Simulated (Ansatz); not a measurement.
**Ge: energy along a strain**

Ge, I4_1/amd, a = 5.126 Å, c = 2.794 Å. This isn't the element's structure at ambient conditions. Ansatz: PBEsol, PAW, 420 eV, Γ-centred 24×24×24 mesh on 2 atoms, Gaussian smearing 0.15 eV; no spin polarisation. Cell vectors (Å): -2.564 2.562 1.397; 2.564 -2.562 1.397; 2.564 2.562 -1.397. The cell is strained by x per cent times the pattern (0 0 0 0 1 0) in the order xx yy zz yz xz xy (engineering shears), with fractional coordinates held. y is the free energy over the start, V0 = 18.350 Å³/atom. Symmetry makes y even in x.

| x (%) | y (meV/atom) |
| --- | --- |
| -4.00 | ? |
| -2.00 | 1.11 |
| 0.00 | 0.00 |
| 1.00 | 0.28 |
| 3.00 | 2.48 |
| 3.50 | 3.36 |

Q: Fit y = c2 x² + c4 x⁴ to the other rows, get the stiffness along the pattern, and predict the missing energy.

A: Least squares on the rows shown. y = 0.2792 x² − 0.0003991 x⁴. The clamped-ion stiffness p·C·p = 2 × 2.792 eV × 160.2 / 18.350 Å³ = 49 GPa, which is C55 in these axes. At x = -4.00 the fit asked for gives 4.37 meV/atom. The run gave 4.36 meV/atom, so the fit is 0.01 meV/atom too high, a small miss on the scale of the series.

Cost: 6 runs of about 5.1 core-minutes in all, on Intel Xeon 6975P-C (Granite Rapids) (shared hosts).

The energy rises almost quadratically with shear, so this tetragonal lattice resists tilting of its c axis against the basal plane, with a clamped-ion stiffness of 49 GPa. In the β-tin structure, the shear lengthens one of the short bonds lying in the xz plane and shortens its partner. Their first-order energy changes cancel, leaving a restoring energy from bond stretching and bending. The negative quartic term indicates slight softening, which the withheld run supports by falling below the quadratic contribution alone, though the polynomial shouldn't be extrapolated to large shear.

Tetragonal symmetry makes C44 equal to C55, so the result covers both shears that involve the c axis. The same symmetry lets this strain couple to a relative displacement of the two sublattices, which can even out the stretched and compressed bonds. The relaxed constant should therefore be lower, probably noticeably so. The positive curvature shows resistance to this homogeneous distortion, but doesn't establish full mechanical or dynamical stability.
